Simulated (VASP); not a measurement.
KTaO3: band structure with PBE

The system is KTaO3.

```
K Ta O
1.0
     3.98907    0.00000    0.00000
     0.00000    3.98907    0.00000
     0.00000    0.00000    3.98907
K Ta O
1 1 3
Cartesian
  1.9945 1.9945 1.9945
  0.0000 0.0000 0.0000
  1.9945 0.0000 0.0000
  0.0000 1.9945 0.0000
  0.0000 0.0000 1.9945
```

```json
{
  "Program": "VASP 6.6.1",
  "Task": "band structure",
  "Functional": "PBE",
  "Potentials or basis": "VASP PAW PBE potentials, release 64 (K_sv, Ta_pv, O)",
  "Cutoff": "520 eV",
  "k mesh": "6 × 6 × 6",
  "Occupations": "gaussian, width 0.03 eV",
  "Spin": "spin-orbit coupling, no magnetisation",
  "Further INCAR settings": "ALGO = Fast; EDIFF = 1e-07; NBANDS = 53"
}
```

| Item | Value |
| --- | --- |
| Pressure | 6.2 GPa |
| Valence electrons inside the program's atomic spheres | K 7.62; Ta 8.77; O 5.08 |

Wall time 3.8 min on 2 MPI ranks on Intel(R) Xeon(R) Platinum 8559C (Emerald Rapids) (shared host), peak memory 0.41 GiB a rank.
